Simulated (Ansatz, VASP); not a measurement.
**Two plane-wave programs on GaP**

INCAR

```
SYSTEM = GaP
PREC = Accurate ; ENCUT = 600
EDIFF = 1E-6 ; ISMEAR = 0
SIGMA = 0.01 ; LREAL = .FALSE.
LASPH = .TRUE. ; NELM = 80
ALGO = Normal ; ISIF = 3
LWAVE = .FALSE. ; LCHARG = .FALSE.
GGA = PE ; IBRION = 2
NSW = 80 ; EDIFFG = -0.01
```

Contents of KPOINTS:

```
regular mesh
0
G
  6 6 6
  0 0 0
```

The input POSCAR:

```
GaP
1.0
    0.0000000000      2.7252500000      2.7252500000
    2.7252500000      0.0000000000      2.7252500000
    2.7252500000      2.7252500000      0.0000000000
Ga P
1 1
Direct
    0.0000000000      0.0000000000      0.0000000000
    0.2500000000      0.2500000000      0.2500000000
```

Input for Ansatz:

```yaml
crystal:
  lattice:
    - [0.0, 2.72525, 2.72525]
    - [2.72525, 0.0, 2.72525]
    - [2.72525, 2.72525, 0.0]
  atoms:
    - { symbol: Ga, position: [0.0, 0.0, 0.0] }
    - { symbol: P, position: [0.25, 0.25, 0.25] }
kpoints:
  mp_grid:
    grid: [6, 6, 6]
    shift: [0.0, 0.0, 0.0]
hamiltonian:
  xc: pbe
  dispersion: none
scf:
  max_iter: 150
  convergence:
    dr2_threshold: 1.0e-06
  lower_state_search: light
  occupations:
    method: fixed
  eigensolver:
    kind: davidson
    mixed_precision: false
relax:
  cell: {}
```

Alike in both runs: task relaxation of cell and atoms; functional PBE; k mesh 6 × 6 × 6; no spin polarisation.

|  | VASP | Ansatz |
| --- | --- | --- |
| version | VASP 6.6.1 | Ansatz 0.2.0 |
| potentials or method | VASP PAW PBE potentials, release 64 (Ga_d, P) | plane waves, PAW |
| plane-wave cutoff (eV) | 600 | 420 |
| occupations | gaussian, width 0.01 eV | fixed |
| valence electrons in the cell | 18 | 18 |

```tsv
	VASP	Ansatz	Ansatz less VASP
relaxed volume (Å³/atom)	20.87	20.86	-0.007
relaxed cell length with the largest relative difference (Å)	3.893	3.893	-0.0004
energy change over the relaxation (meV/atom)	-5	-5	-0.1
```

Ansatz warned: «force_scf_threshold_loose».

A k mesh can miss the band edges. Expect the measured gap to be larger: semilocal functionals such as PBE lack the derivative discontinuity. PBE usually gives volumes a little too large and moduli too small.
